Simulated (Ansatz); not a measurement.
NiO: equation of state with PBEsol

NiO:

```
Ni O
1.0
     0.00000    2.08590    2.08590
     2.08590    0.00000    2.08590
     2.08590    2.08590    0.00000
Ni O
1 1
Direct
  0.00000 0.00000 0.00000
  0.50000 0.50000 0.50000
```

* Program: Ansatz 0.2.0
* Task: equation of state
* Functional: PBEsol
* Potentials or basis: all-electron LAPW, scalar-relativistic
* Basis error allowed: 0.0005 eV/atom
* k mesh: 11 × 11 × 11
* Occupations: fermi-dirac, width 0.05 eV
* Spin: collinear spin, ferromagnetic start
* Starting moments: [1.0, 0.0] μB

The equilibrium volume is 8.74 Å³/atom. The bulk modulus is 202 GPa. The pressure derivative of the bulk modulus is 5.9 (rough: it moves with the points fitted).

Energy against volume, from the lowest point:
```
volume (Å³/atom)  energy (meV/atom)
           8.531               3.24
           8.713               0.00
           8.894               1.74
           9.076               7.65
           9.257              17.14
           9.439              29.84
           9.620              45.28
```

All runs of the series together: 110 s on 2 threads of Arm Neoverse V2, with other jobs on the host.
